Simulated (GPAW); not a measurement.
Wanted: an ASE script for a GPAW 26.7.0 run.

```
Task                : equation of state
Functional          : LDA
Potentials or basis : the program's PAW data sets (release 1.2.1) made for this functional
Cutoff              : 600 eV
Basis               : pw
k mesh              : 9 × 9 × 5
Occupations         : fermi-dirac, width 0.05 eV
Spin                : no spin polarisation
Maxiter             : 150
Eos scales          : [0.94, 0.96, 0.98, 1.0, 1.02, 1.04, 1.06]
```

The system is TiAl.

```
Ti Al
1.0
     2.86726    0.00000    0.00000
    -1.43363    2.48312    0.00000
     0.00000    0.00000    4.67808
Ti Al
1 1
Cartesian
  0.0000 0.0000 0.0000
  0.0000 1.6554 2.3390
```

The cell comes from a database or a generator and needn't be the stable form of this composition.

These files were run (other wordings do the same):

run.py

```python
from ase import Atoms
from ase.eos import EquationOfState
from ase.io import Trajectory
from ase.units import GPa
from gpaw import GPAW, PW

atoms = Atoms(['Ti', 'Al'],
              cell=[[2.8672622327, 0.0, 0.0],
                    [-1.4336311163, 2.4831219328, 0.0],
                    [0.0, 0.0, 4.678083]],
              scaled_positions=[[0.0, 0.0, 0.0],
                                [0.3333333333, 0.6666666667, 0.5]],
              pbc=True)

traj = Trajectory('eos.traj', 'w')
volumes, energies = [], []
for x in [0.94, 0.96, 0.98, 1.0, 1.02, 1.04, 1.06]:
    a = atoms.copy()
    a.set_cell(atoms.cell * x**(1 / 3), scale_atoms=True)
    calc = GPAW(mode=PW(600),
                xc='LDA',
                kpts={'size': (9, 9, 5), 'gamma': True},
                occupations={'name': 'fermi-dirac', 'width': 0.05},
                nbands=17,
                convergence={'density': 1e-05, 'energy': 1e-05},
                maxiter=150,
                txt=f'eos-{x:.2f}.txt')
    a.calc = calc
    energies.append(a.get_potential_energy(force_consistent=True))
    volumes.append(a.get_volume())
    p = -a.get_stress()[:3].mean() / GPa
    calc.write(f'eos-{x:.2f}.gpw')
    traj.write(a)
    print(f'{x:.2f} {volumes[-1]:10.4f} A^3 {energies[-1]:14.6f} eV {p:9.3f} GPa', flush=True)

v0, e0, B = EquationOfState(volumes, energies, eos='birchmurnaghan').fit()
print(f'V0 = {v0:.4f} A^3, E0 = {e0:.6f} eV, B0 = {B / GPa:.2f} GPa')
```

Potentials or basis: the program's PAW data sets (release 1.2.1) made for this functional, pw.

Command:

```sh
$ OMP_NUM_THREADS=1 python run.py
```

Results of the run:

```yaml
Equilibrium_volume: 15.76 Å³/atom
Bulk_modulus_at_fixed_shape_and_positions: 118 GPa
Pressure_derivative_of_the_bulk_modulus: 3.9
```

Caveat: the cell was scaled at fixed shape and fractional positions, which overstates the stiffness of a crystal with free parameters, most of all of layers and chains.

Wall time 100 s on 1 thread of Arm Neoverse V1, on a shared host, peak memory 0.17 GiB.
